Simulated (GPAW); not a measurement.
LiH:

```xyz
2
Lattice="0.0000 2.0368 2.0368 2.0368 0.0000 2.0368 2.0368 2.0368 0.0000" Properties=species:S:1:pos:R:3 pbc="T T T"
Li    0.0000    0.0000    0.0000
H     2.0368    2.0368    2.0368
```

```yaml
Program: GPAW 26.7.0
Task: relaxation of cell and atoms
Functional: PBEsol
Potentials_or_basis: PAW data sets generated in the run's folder for this functional
Cutoff: 800 eV
Basis: pw
k_mesh: 11 × 11 × 11
Occupations: fermi-dirac, width 0.05 eV
Spin: no spin polarisation
```

At the start: pressure -2.2 GPa; volume 8.45 Å³/atom.

Task: How do energy, volume and symmetry change on relaxing?

Result: Over 3 steps the energy falls by 3.7 meV/atom and the volume is 7.90 Å³/atom (-6.6 %); space group Fm-3m (No. 225, to 0.05 Å).

The path:
```tsv
step	energy change (eV)	largest force (eV/Å)	pressure (GPa)	volume (Å³)
1	0.0000	0.0000	-2.16	16.90
2	-0.0005	0.0000	-2.09	16.86
3	-0.0074	0.0000	0.11	15.79
```

Final structure:
```
CELL_PARAMETERS angstrom
0.00000 1.99123 1.99123
1.99123 0.00000 1.99123
1.99123 1.99123 0.00000
ATOMIC_POSITIONS crystal
Li 0.00000 0.00000 0.00000
H 0.50000 0.50000 0.50000
```

Caveat: the data sets keep Ga 3d, Li 1s and Be 1s frozen, and some such compounds lay over 1.5 % in volume off other programs; later steps reuse the first step's grids.
